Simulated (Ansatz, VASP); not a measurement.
## AlN in VASP and in Ansatz

```
Al N
1.0
     0.00000    1.97420    2.03525
     1.97420    0.00000    2.03525
     1.97420    1.97420    0.00000
Al N
1 1
Direct
  0.00000 0.00000 0.00000
  0.50000 0.50000 0.50000
```

Change from the starting cell: x and y stretched by -3 %, z held.

Alike in both runs: task single point; functional PBE; k mesh 14 × 14 × 14; occupations fermi-dirac, width 0.03 eV; no spin polarisation.

|  | VASP | Ansatz |
| --- | --- | --- |
| version | VASP 6.6.1 | Ansatz 0.2.0 |
| potentials or method | VASP PAW PBE potentials, release 64 (Al, N), cutoff 520 eV | all-electron LAPW, scalar-relativistic |

Ansatz gave:

- gap on the k mesh at the Fermi level (eV): 4.80
- pressure (GPa): 17.8
- largest component of the traceless stress (GPa): 7.15

Question: What did VASP give for the same quantities?

Answer: gap on the k mesh at the Fermi level (eV): 4.78; pressure (GPa): 17.5; largest component of the traceless stress (GPa): 7.13.

Ansatz ran all-electron here, so the differences hold the error of VASP's frozen core and of both bases.

Caveats: so large a pressure means that the cell lies far from this level's equilibrium, or that cutoff or potentials fall short (VASP). A k mesh can miss the band edges.
